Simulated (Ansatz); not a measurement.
input.yaml

```yaml
crystal:
  lattice:
    - [0.0, 2.4953213239, 2.4953213239]
    - [2.4953213239, 0.0, 2.4953213239]
    - [2.4953213239, 2.4953213239, 0.0]
  atoms:
    - { symbol: Ga, position: [0.0, 0.0, 0.0] }
    - { symbol: "N", position: [0.75, 0.75, 0.75] }
basis:
  ecutwfc: 420
kpoints:
  mp_grid: { grid: [14, 14, 14] }
hamiltonian:
  xc: pbesol
scf:
  occupations: { method: gaussian, width: 0.1 }
output:
  forces: true
  stress: true
  eigenvalues: true
```

Command:
```bash
ansatz run input.yaml --threads 1 --pin off --max-ram 1331MiB --backend cpu --events-out ev --progress --plain --runs-dir out
```

Level of theory: Ansatz, DFT PBEsol, scalar-relativistic, plane waves, PAW.

Part of what the program printed, abridged:

```
Pseudopotentials: kind: paw
Pseudopotential: Ga, paw, valence charge 13, recommended cutoff 420 eV (normal)
Pseudopotential: N, paw, valence charge 5, recommended cutoff 420 eV (normal)
Functional definition: PBEsol
Crystal: 2 atoms, lattice volume = 31.075 Å³
Basis set: ecut = 420 eV, 609 PW (Γ), exchange–correlation on 48×48×48 points (8 copies of the dense FFT grid, shifted against one another)
Bands: 13, of which v1, the nominal top of the filled ones, is band 9 counted from 1 (8 counted from 0)
Symmetry: 24 space group operations
Space group: F-43m (ITA 216), of the structure as read, at distance tolerance 3.1e-5 Å
k-points: 104 of 2744 (time reversal used)
Initial density: superposition of atomic densities (neutral atoms: chi_scale 0, normalization atom), corrected by the library's trained network
Initial wavefunctions: pseudopotential atomic-orbital guess
Functional: x = pbesol(κ = 0.804, μ = 0.12345679), c = pbesol(β = 0.046)
SCF iter   1: F=—  HF=-4121.841813 eV  |F-HF|=—  |Δ(HF+E_count)|=         —  Δρ=1.27e-2  dr2=5.53e-2  ethr=1.77e-3  ⟨swp⟩=4.9  Hψ=6853  notcnv=0
SCF iter   2: F=—  HF=-4121.834940 eV  |F-HF|=—  |Δ(HF+E_count)|=   6.87e-3  Δρ=8.94e-3  dr2=2.71e-2  ethr=3.07e-4  ⟨swp⟩=2.1  Hψ=2822  notcnv=0
SCF iter   3: F=—  HF=-4121.828218 eV  |F-HF|=—  |Δ(HF+E_count)|=   6.72e-3  Δρ=7.01e-4  dr2=1.10e-4  ethr=1.51e-4  ⟨swp⟩=2.0  Hψ=1905  notcnv=0
SCF iter   4: F=—  HF=-4121.828224 eV  |F-HF|=—  |Δ(HF+E_count)|=   5.52e-6  Δρ=3.29e-4  dr2=1.73e-5  ethr=6.10e-7  ⟨swp⟩=2.5  Hψ=2277  notcnv=0
SCF iter   5: F=—  HF=-4121.828225 eV  |F-HF|=—  |Δ(HF+E_count)|=   1.17e-6  Δρ=3.87e-5  dr2=1.77e-7  ethr=9.59e-8  ⟨swp⟩=2.7  Hψ=2365  notcnv=0
SCF iter   6: F=-4121.828225 eV  HF=-4121.828225 eV  |F-HF|=3.87e-10  |Δ(HF+E_count)|=   2.47e-7  Δρ=3.34e-6  dr2=1.04e-9  ethr=5.56e-10  ⟨swp⟩=5.0  Hψ=5903  notcnv=0
SCF 1 converged in 6 iterations: F = -4121.828225 eV  dr2 = 1.04e-9
SCF converged after 6 iterations
Free energy (F): -4121.828225 eV
Harris-Foulkes:  -4121.828225 eV  (|F-HF|=3.87e-10)
Internal energy: -4121.828109 eV  (E = F + TS)
E sigma→0 (E₀):  -4121.828167 eV
Entropy (-TS):   -0.000117 eV (-0.058 meV/atom)
Fermi energy:    5.630929 eV
--- Per-component energies (eV) ---
  E_band       = -74.159844
  E_kinetic    = 235.793455
  E_local      = -2181.915282  (includes V_loc(G=0)·N_el)
  E_nonlocal   = 474.633949
  E_hartree    = 981.588742
  E_xc         = -123.534862
  E_vxc        = -128.370215  (∫ρ·V_xc dr)
  E_paw        = -2075.687871  (= ΣΔE_a)
  E_vpaw       = -437.478955  (= ΣTr[D̂ρ^β])
  E_aug_tail   = -0.000128  (compensation charges beyond the density's cutoff)
  E_ewald      = -1433.597188
  E_core_change = 0.891077  (= ΣΔE_core)
  E_smearing   = -0.000117  (= −TS)
--- Forces (eV/Å), atoms counted from 1 ---
  atom   1  Ga     0.00000000     0.00000000     0.00000000
  atom   2  N      0.00000000     0.00000000     0.00000000
--- Stress (GPa, compression-positive) ---
      -28.927475       0.000000       0.000000
        0.000000     -28.927475       0.000000
        0.000000       0.000000     -28.927475
  P = ⅓ Tr σ = -28.9275 GPa (-289.275 kbar)
--- Band table (eV; the first three rows and the last of 104) ---
  k-point 0: bands = ["-8.2281", "-7.9506", "-7.9506", "-7.9506", "-7.8359", "-7.8359", "5.3311", "5.5322", "5.5322", "5.5322", "13.9333", "13.9333", "13.9333"]
  k-point 1: bands = ["-8.2566", "-7.9478", "-7.9478", "-7.8697", "-7.8361", "-7.8361", "4.5011", "5.4944", "5.4944", "6.2885", "13.6582", "13.9935", "13.9935"]
  k-point 2: bands = ["-8.3056", "-7.9406", "-7.9406", "-7.8362", "-7.8362", "-7.6674", "3.5347", "5.3923", "5.3923", "7.0252", "13.1136", "14.1384", "14.1384"]
  k-point 103: bands = ["-8.4559", "-7.8871", "-7.8859", "-7.8325", "-7.8241", "-5.8039", "0.7100", "3.0006", "3.1198", "10.8158", "11.0858", "13.6792", "15.1385"]
```

The calculation finished and met its thresholds.